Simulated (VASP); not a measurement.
# Al (Fm-3m) in VASP: a series of runs, part 2 of 2

VASP 6.6.1. The steps go on from the part before.

**3. Single point, LDA (grid = ENCUT=350 dk=0.27 cell=3x3x2 ISMEAR=1 SIGMA=0.1 LREAL=Auto EDIFF=1e-06)**

INCAR reads:

```
SYSTEM = Al
PREC = Accurate ; ENCUT = 350
EDIFF = 1E-6 ; ISMEAR = 1
SIGMA = 0.1 ; LREAL = Auto
LASPH = .TRUE. ; NELM = 120
ALGO = Fast ; ISIF = 2
LWAVE = .FALSE. ; LCHARG = .FALSE.
GGA = CA ; NBANDS = 42
```

KPOINTS reads:

```
Automatic mesh
0
G
  4 4 5
  0 0 0
```

POSCAR reads:

```
Al
1.0
    0.0000000000      6.0744150000      6.0744150000
    6.0744150000      0.0000000000      6.0744150000
    4.0496100000      4.0496100000      0.0000000000
Al
17
Direct
    0.0000000000      0.0000000000      0.5000000000
    0.0000000000      0.3333333333      0.0000000000
    0.0000000000      0.3333333333      0.5000000000
    0.0000000000      0.6666666667      0.0000000000
    0.0000000000      0.6666666667      0.5000000000
    0.3333333333      0.0000000000      0.0000000000
    0.3333333333      0.0000000000      0.5000000000
    0.3333333333      0.3333333333      0.0000000000
    0.3333333333      0.3333333333      0.5000000000
    0.3333333333      0.6666666667      0.0000000000
    0.3333333333      0.6666666667      0.5000000000
    0.6666666667      0.0000000000      0.0000000000
    0.6666666667      0.0000000000      0.5000000000
    0.6666666667      0.3333333333      0.0000000000
    0.6666666667      0.3333333333      0.5000000000
    0.6666666667      0.6666666667      0.0000000000
    0.6666666667      0.6666666667      0.5000000000
```

Potentials or basis: VASP PAW LDA potentials, release 64 (Al).

Launch:

```
$ cat potpaw_LDA.64/Al/POTCAR > POTCAR
$ mpirun -np 1 vasp_std > vasp.out
```

OUTCAR:

```text
SYSTEM = Al
   PREC = Accurate
   ENCUT = 350
   EDIFF = 1E-6
   ISMEAR = 1
   LREAL = Auto
   LASPH = .TRUE.
   NELM = 120
   ISIF = 2
   GGA = CA

 Found     27 irreducible k-points:

 Following reciprocal coordinates:
            Coordinates               Weight
  0.000000  0.000000  0.000000      1.000000
  0.250000  0.000000  0.000000      4.000000
  0.500000  0.000000  0.000000      2.000000
  0.250000  0.250000  0.000000      2.000000
  0.500000  0.250000  0.000000      4.000000
 -0.250000  0.250000  0.000000      2.000000
   k-points           NKPTS =     27   k-points in BZ     NKDIM =     27   number of bands    NBANDS=     42
   number of dos      NEDOS =    301   number of ions     NIONS =     17
   total plane-waves  NPLWV = 104976
   dimension x,y,z NGX =    54 NGY =   54 NGZ =   36
   dimension x,y,z NGXF=   108 NGYF=  108 NGZF=   72
   ions per type =              17
   NGX,Y,Z   is equivalent  to a cutoff of  10.45, 10.45, 10.45 a.u.
   NGXF,Y,Z  is equivalent  to a cutoff of  20.90, 20.90, 20.90 a.u.
 SYSTEM =  Al
   PREC   = accura    normal or accurate (medium, high low for compatibility)
   ISTART =      0    job   : 0-new  1-cont  2-samecut
   ICHARG =      2    charge: 1-file 2-atom 10-const
   ISPIN  =      1    spin polarized calculation?
   LNONCOLLINEAR =      F non collinear calculations
   LSORBIT =      F    spin-orbit coupling
   LASPH  =      T    aspherical Exc in radial PAW
   ENCUT  =  350.0 eV  25.72 Ry    5.07 a.u.  13.10 13.10  8.74*2*pi/ulx,y,z
   NELM   =    120;   NELMIN=  2; NELMDL= -5     # of ELM steps
   EDIFF  = 0.1E-05   stopping-criterion for ELM
   LREAL  =      T    real-space projection
   EDIFFG = 0.1E-04   stopping-criterion for IOM
   NSW    =      0    number of steps for IOM
[... 5 lines left out ...]
   TEBEG  =    0.0;   TEEND  =   0.0 temperature during run
   PSTRESS=    0.0 pullay stress
   NELECT =      51.0000    total number of electrons
   NUPDOWN=      -1.0000    fix difference up-down
   EMIN   =  10.00;   EMAX   =-10.00  energy-range for DOS
   EFERMI =   0.00;   METHOD = LEGACY
   ISMEAR =     1;   SIGMA  =   0.10  broadening in eV -4-tet -1-fermi 0-gaus
   EFERMI_NEDOS =   21; number of points for ismear=-14 and -15
   IALGO  =     68    algorithm
   IMIX   =      4    mixing-type and parameters
     AMIX     =   0.40;   BMIX     =  1.00
     AMIX_MAG =   1.60;   BMIX_MAG =  1.00
  volume/ion in A,a.u.               =      17.58       118.63
  Fermi-wavevector in a.u.,A,eV,Ry     =   0.908059  1.715983 11.218978  0.824572
  Thomas-Fermi vector in A             =   2.031941
   LORBIT       =      0    0 simple, 1 ext, 2 COOP (PROOUT), +10 PAW based schemes
   GGA     = CA    functional components
   LHFCALC =     F    Hartree Fock is set to
   AEXX    =    0.0000 exact exchange contribution
   IVDW    =     0    specifies the selected vdW correction
   LEPSILON=     F    determine dielectric tensor
   LRPA    =     F    only Hartree local field effects (RPA)
 non-spin polarized calculation
 RMM-DIIS sequential band-by-band and
 Methfessel and Paxton  Order N= 1 SIGMA  =   0.10
  energy-cutoff  :      350.00
  volume of cell :      298.85
 maximum number of plane-waves:      4470
 NGX is ok and might be reduce to    54
   NGX = 27   NGY = 27   NGZ = 17

 number of electron      50.9999999 magnetization

 Free energy of the ion-electron system (eV)
  ---------------------------------------------------
  ext. energy  EPLUGINS =         0.00000000
  ---------------------------------------------------
  free energy    TOTEN  =       -70.26656897 eV

  energy without entropy =      -70.26676114  energy(sigma->0) =      -70.26663302

 E-fermi :   7.0842     XC(G=0): -10.0605

 val. band max:        7.0695496261   @ k =   0.5000   0.5000   0.4000
 cond. band min:       7.0844987529   @ k =  -0.2500   0.2500   0.4000
 fundamental gap:      0.0149491268
 Fermi energy:         7.0841701365

 k-point     1 :       0.0000    0.0000    0.0000
  band No.  band energies     occupation
      1      -3.7221      2.00000
      2      -0.9647      2.00000
      3      -0.8843      2.00000
      4      -0.7114      2.00000
      5      -0.5147      2.00000
      6       0.2768      2.00000
[... 29 lines left out ...]
     36       8.8833     -0.00000
     37       9.0197     -0.00000
[... 198 lines left out ...]
     36       9.6985      0.00000
     37      10.1549      0.00000

 [... further k-points ...]

 [bands above 37 left out]

------------------------ aborting loop because EDIFF is reached ----------------------------------------

  FORCE on cell =-STRESS in cart. coord.  units (eV):
  Direction    XX          YY          ZZ          XY          YZ          ZX
  --------------------------------------------------------------------------------------
  -------------------------------------------------------------------------------------
  Total       -8.5139112     -8.5139112     -7.1967743     -2.4309981      0.3419307      0.3419307
  in kB      -45.6444084    -45.6444084    -38.5830320    -13.0329607      1.8331438      1.8331438
  external PRESSURE =     -43.2906162 kB  Pullay stress =       0.0000000 kB

 VOLUME and BASIS-vectors are now :
 -----------------------------------------------------------------------------
  energy-cutoff  :      350.00
  volume of cell :      298.85
      direct lattice vectors                 reciprocal lattice vectors
     0.000000000  6.074415000  6.074415000    -0.082312453  0.082312453  0.082312453
     6.074415000  0.000000000  6.074415000     0.082312453 -0.082312453  0.082312453
     4.049610000  4.049610000  0.000000000     0.123468680  0.123468680 -0.123468680

 POSITION                                       TOTAL-FORCE (eV/Angst)
 -----------------------------------------------------------------------------------
      2.02481      2.02481      0.00000        -0.000000      0.000000      0.000000
      2.02480      0.00000      2.02480        -0.138014     -0.018441     -0.064176
      4.04961      2.02481      2.02480         0.015443      0.147430     -0.154595
      4.04961      0.00000      4.04961         0.138014      0.018441      0.064176
      6.07442      2.02481      4.04961        -0.015443     -0.147430      0.154595
      0.00000      2.02480      2.02480        -0.018441     -0.138014     -0.064176
[... 9 lines left out ...]
      4.04961      4.04961      8.09922         0.016092      0.016092     -0.055954
      6.07442      6.07442      8.09922        -0.014271     -0.014271      0.017773
 -----------------------------------------------------------------------------------
    total drift:                               -0.000000     -0.000000     -0.000000

  FREE ENERGIE OF THE ION-ELECTRON SYSTEM (eV)
  ---------------------------------------------------
  free  energy   TOTEN  =       -70.2665689693 eV

  energy  without entropy=      -70.2667611353  energy(sigma->0) =      -70.26663302
```

stdout:

```text
POSCAR found type information on POSCAR Al
 POSCAR found :  1 types and      17 ions
 scaLAPACK will be used
 LDA part: xc-table for (Slater(with rela. corr.)+CA(PZ))
 , standard interpolation
 POSCAR, INCAR and KPOINTS ok, starting setup
 FFT: planning ... GRIDC
 FFT: planning ... GRID_SOFT
 FFT: planning ... GRID
 WAVECAR not read
 entering main loop
```

It took 2.2 min on 1 thread of Intel Xeon 6975P-C (Granite Rapids), shared host; peak memory 0.28 GiB.

The run converged, but some of its settings lie outside the range that counts as converged, so its numbers aren't taken as properties of the crystal.

Results:

```
Free energy            : -70.2666 eV
Pressure               : -4.3 GPa
Largest force          : 0.214 eV/Å
Band gap on the k mesh : none (metal or under the smearing width)
```

**4. Single point, LDA (grid = ENCUT=500 dk=0.35 cell=3x3x2 ISMEAR=1 SIGMA=0.1 LREAL=Auto EDIFF=1e-06)**

Edit INCAR of step 3 so:

```diff
@@ -1,3 +1,3 @@
 SYSTEM = Al
-PREC = Accurate ; ENCUT = 350
+PREC = Accurate ; ENCUT = 500
 EDIFF = 1E-6 ; ISMEAR = 1
```

KPOINTS reads:

```
Automatic mesh
0
G
  3 3 4
  0 0 0
```

POSCAR is that of step 3.

Potentials or basis: VASP PAW LDA potentials, release 64 (Al).

Launch:

```
$ cat potpaw_LDA.64/Al/POTCAR > POTCAR
$ mpirun -np 1 vasp_std > vasp.out
```

OUTCAR:

```text
SYSTEM = Al
   PREC = Accurate
   ENCUT = 500
   EDIFF = 1E-6
   ISMEAR = 1
   LREAL = Auto
   LASPH = .TRUE.
   NELM = 120
   ISIF = 2
   GGA = CA

 Found     14 irreducible k-points:

 Following reciprocal coordinates:
            Coordinates               Weight
  0.000000  0.000000  0.000000      1.000000
  0.333333  0.000000  0.000000      4.000000
  0.333333  0.333333  0.000000      2.000000
 -0.333333  0.333333  0.000000      2.000000
  0.000000  0.000000  0.250000      2.000000
  0.333333  0.000000  0.250000      4.000000
   k-points           NKPTS =     14   k-points in BZ     NKDIM =     14   number of bands    NBANDS=     42
[... 325 lines left out ...]
  Total       -5.6770847     -5.6770847    -12.3747848      2.5476971      0.6377545      0.6377545
  in kB      -30.4357382    -30.4357382    -66.3431554     13.6586025      3.4191013      3.4191013
  external PRESSURE =     -42.4048772 kB  Pullay stress =       0.0000000 kB

 VOLUME and BASIS-vectors are now :
 -----------------------------------------------------------------------------
  energy-cutoff  :      500.00
  volume of cell :      298.85
      direct lattice vectors                 reciprocal lattice vectors
     0.000000000  6.074415000  6.074415000    -0.082312453  0.082312453  0.082312453
     6.074415000  0.000000000  6.074415000     0.082312453 -0.082312453  0.082312453
     4.049610000  4.049610000  0.000000000     0.123468680  0.123468680 -0.123468680

 POSITION                                       TOTAL-FORCE (eV/Angst)
 -----------------------------------------------------------------------------------
      2.02481      2.02481      0.00000        -0.000000      0.000000      0.000000
      2.02480      0.00000      2.02480        -0.202823     -0.001440     -0.100202
      4.04961      2.02481      2.02480         0.041716      0.141545     -0.160648
      4.04961      0.00000      4.04961         0.202823      0.001440      0.100202
      6.07442      2.02481      4.04961        -0.041716     -0.141545      0.160648
      0.00000      2.02480      2.02480        -0.001440     -0.202823     -0.100202
[... 9 lines left out ...]
      4.04961      4.04961      8.09922         0.006518      0.006518     -0.015201
      6.07442      6.07442      8.09922        -0.018289     -0.018289      0.110907
 -----------------------------------------------------------------------------------
    total drift:                               -0.000000     -0.000000     -0.000000

  FREE ENERGIE OF THE ION-ELECTRON SYSTEM (eV)
  ---------------------------------------------------
  free  energy   TOTEN  =       -70.0623862520 eV

  energy  without entropy=      -70.0622482440  energy(sigma->0) =      -70.06234025
```

stdout:

```text
POSCAR found type information on POSCAR Al
 POSCAR found :  1 types and      17 ions
 scaLAPACK will be used
 LDA part: xc-table for (Slater(with rela. corr.)+CA(PZ))
 , standard interpolation
 POSCAR, INCAR and KPOINTS ok, starting setup
 FFT: planning ... GRIDC
 FFT: planning ... GRID_SOFT
 FFT: planning ... GRID
 WAVECAR not read
 entering main loop
```

Run time: 1.7 min. Hardware: 1 thread of Intel Xeon 6975P-C (Granite Rapids), shared host; peak memory 0.34 GiB.

The run converged, but some of its settings lie outside the range that counts as converged, so its numbers aren't taken as properties of the crystal.

Results:

```
Free energy            : -70.0624 eV
Pressure               : -4.2 GPa
Largest force          : 0.226 eV/Å
Band gap on the k mesh : none (metal or under the smearing width)
```

**5. Single point, LDA (grid = ENCUT=600 dk=0.35 cell=3x3x2 ISMEAR=1 SIGMA=0.1 LREAL=Auto EDIFF=1e-06)**

Edit INCAR of step 4 so:

```diff
@@ -1,3 +1,3 @@
 SYSTEM = Al
-PREC = Accurate ; ENCUT = 500
+PREC = Accurate ; ENCUT = 600
 EDIFF = 1E-6 ; ISMEAR = 1
```

KPOINTS is that of step 4.

POSCAR is that of step 4.

Launch:

```
$ cat potpaw_LDA.64/Al/POTCAR > POTCAR
$ mpirun -np 1 vasp_std > vasp.out
```

Run time: 2.7 min. Hardware: 1 thread of Intel Xeon 6975P-C (Granite Rapids), shared host; peak memory 0.41 GiB.

The run converged, but some of its settings lie outside the range that counts as converged, so its numbers aren't taken as properties of the crystal.

Results:

```yaml
Free_energy: -70.0597 eV
Pressure: -4.2 GPa
Largest_force: 0.227 eV/Å
Band_gap_on_the_k_mesh: none (metal or under the smearing width)
```

**6. The reference run**

An earlier run on the cell as given: functional PBE; potentials or basis VASP PAW PBE potentials, release 64 (Al); cutoff 520 eV; k mesh 11 × 11 × 11; occupations fermi-dirac, width 0.05 eV; no spin polarisation.

* Pressure: -0.5 GPa
* Band gap on the k mesh: none (metal or under the smearing width)
